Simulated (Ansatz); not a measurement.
# GaP: the cost of one run

Method: DFT LDA, scalar-relativistic, plane waves, PAW, in Ansatz 0.2.0.

2 further runs of the same task are left out: 2 that didn't finish.

### Step 1. The starting structure

It takes space group R-3m (No. 166, trigonal). The conventional cell has a = 3.886 Å, b = 3.886 Å, c = 19.292 Å, α = 90.00°, β = 90.00°, γ = 120.00°. Around Ga (site symmetry 3m) lie 3 P at 2.40 Å and 1 Ga at 2.49 Å. P (site symmetry 3m) has 1 P at 2.21 Å and 3 Ga at 2.40 Å as nearest neighbours.

As a file:

```
CELL_PARAMETERS angstrom
1.94302 1.12180 6.43081
-1.94302 1.12180 6.43081
0.00000 -2.24360 6.43081
ATOMIC_POSITIONS crystal
Ga 0.43537 0.43537 0.43537
Ga 0.56463 0.56463 0.56463
P 0.05739 0.05739 0.05739
P 0.94261 0.94261 0.94261
```

The structure comes from the Materials Project (structure only).

### Step 2. Probe: one point at the start

The input, input.yaml:

```yaml
crystal:
  lattice:
    - [1.9430151755, 1.1218003346, 6.4308101003]
    - [-1.9430151755, 1.1218003346, 6.4308101003]
    - [0.0, -2.2436006692, 6.4308101003]
  atoms:
    - { symbol: Ga, position: [0.435372, 0.435372, 0.435372] }
    - { symbol: Ga, position: [0.564628, 0.564628, 0.564628] }
    - { symbol: P, position: [0.057389, 0.057389, 0.057389] }
    - { symbol: P, position: [0.942611, 0.942611, 0.942611] }
basis:
  ecutwfc: 420
kpoints:
  mp_grid: { grid: [6, 6, 6] }
hamiltonian:
  xc: lda
scf:
  occupations: { method: gaussian, width: 0.1 }
output:
  forces: true
  stress: true
  eigenvalues: true
```

Launch:

```bash
ansatz run input.yaml --threads 1 --pin off --max-ram 2560MiB --backend cpu --events-out ev --progress --plain --runs-dir out
```

**Question.** How long does this run take on 1 thread of Intel Xeon at 2.70GHz, shared host, and how much memory does it need?

About 5.7 s, with a peak of 0.37 GiB.
